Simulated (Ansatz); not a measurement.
## Two Ansatz runs on Sr

The cell is a measured one (Crystallography Open Database entry 9008551); the temperature and pressure of the measurement aren't taken into account, and nothing was relaxed. It was measured hot, at 887 K.

First run: DFT, LDA, all-electron LAPW, scalar-relativistic (Ansatz 0.2.0).

Command: `ansatz run input.yaml --threads 1 --pin off --max-ram 2048MiB --backend cpu --events-out ev --progress --plain --runs-dir out` The run took 3.5 s on 1 thread of Arm Neoverse V2 (shared host), peak memory 0.23 GiB.

```yaml
crystal:
  lattice:
    - [-2.425, 2.425, 2.425]
    - [2.425, -2.425, 2.425]
    - [2.425, 2.425, -2.425]
  atoms:
    - { symbol: Sr, position: [0.0, 0.0, 0.0] }
kpoints:
  mp_grid: { grid: [12, 12, 12] }
  band_path:
    path:
      - [0.0, 0.0, 0.0]
      - [0.5, -0.5, 0.5]
      - [0.0, 0.0, 0.5]
      - [0.0, 0.0, 0.0]
      - [0.25, 0.25, 0.25]
      - [0.5, -0.5, 0.5]
      - [0.25, 0.25, 0.25]
      - [0.0, 0.0, 0.5]
    npoints: 5
scf:
  occupations: { method: fermi_dirac, width: 0.05 }
hamiltonian:
  xc: lda
  pseudopotentials: { kind: all_electron, lapw: { basis_error: 0.00025 } }
output:
  forces: true
  stress: true
  eigenvalues: true
```

Result: converged; pressure -1.83 GPa; no gap on the k mesh; 7 SCF iterations.

The input is then changed:

```diff
@@ -21,4 +21,5 @@
 scf:
   occupations: { method: fermi_dirac, width: 0.05 }
+  mixing: { preconditioner: kerker }
 hamiltonian:
   xc: lda
```

Q: What does the second run give?

A: It converged; energy at zero smearing 0.0 meV/atom from the first run; pressure -1.83 GPa; no gap on the k mesh; 7 SCF iterations.

The results part of its log:

```
SCF 1 converged in 7 iterations: F = -86419.271600 eV  dr2 = 5.77e-8
NSCF: frozen V_eff on 36 k-points
SCF converged after 7 iterations
Free energy (F): -86419.271600 eV
Harris-Foulkes:  -86419.271600 eV  (|F-HF|=7.38e-9)
Internal energy: -86419.260782 eV  (E = F + TS)
E sigma→0 (E₀):  -86419.266191 eV
Entropy (-TS):   -0.010818 eV (-10.818 meV/atom)
Fermi energy:    5.504860 eV
--- Per-component energies (eV) ---
  E_band       = -1315.683506
  E_kinetic    = 88953.339955
  E_xc         = -2760.130505
  E_electrostatic = -172612.470232  (all electrons and nuclei)
  E_smearing   = -0.010818  (= −TS)
  E_closure    = 0.000000  (closes the sum)
  E_atoms      = -86417.441658  (free atoms, spherical and without spin; not in F)
  Σ components = -86419.271600   (vs F -86419.271600, Δ=0.00e0)
  Basis errors (estimates in eV, not in F): energy 7.7e-5 per atom: plane waves 7.4e-5 (3.9e-5 summed), levels above the bands 1.5e-31, relativity 5.8e-10, radial functions 2.7e-6, core shells 1.8e-9; eigenvalues (radial functions only) 3.9e-7; not estimated: angular momenta, meshes, grids; target (lapw.basis_error) 2.5e-4; muffin-tin radii Sr 2.100 Å
--- Forces (eV/Å), atoms counted from 1 ---
  atom   1  Sr     0.00000000    -0.00000000     0.00000000
  max |Σ_I F_I| component: 7.70e-33 eV/Å
--- Stress (GPa, compression-positive) ---
       -1.833395       0.000000       0.000000
        0.000000      -1.833395       0.000000
        0.000000       0.000000      -1.833395
  P = ⅓ Tr σ = -1.8334 GPa (-18.334 kbar)
--- Band table (eV; the first three rows and the last of 72) ---
  k-point 0: bands = ["-118.3346", "-118.3346", "-118.3346", "-118.3333", "-118.3333", "-31.1153", "-13.0281", "-13.0281", "-13.0281", "1.8752", "7.7105", "7.7105", "7.7105", "9.0156"]
  k-point 1: bands = ["-118.3346", "-118.3346", "-118.3346", "-118.3333", "-118.3333", "-31.1145", "-13.0404", "-13.0321", "-13.0280", "1.9903", "7.6125", "7.6433", "7.8197", "8.8714"]
  k-point 2: bands = ["-118.3346", "-118.3346", "-118.3346", "-118.3333", "-118.3333", "-31.1121", "-13.0738", "-13.0433", "-13.0280", "2.3249", "7.3545", "7.3715", "8.1434", "8.7187"]
  k-point 71: bands = ["-118.3346", "-118.3346", "-118.3346", "-118.3333", "-118.3333", "-31.0921", "-13.1571", "-13.1571", "-13.1571", "5.3869", "5.3869", "8.9246", "8.9246", "8.9246"]
```
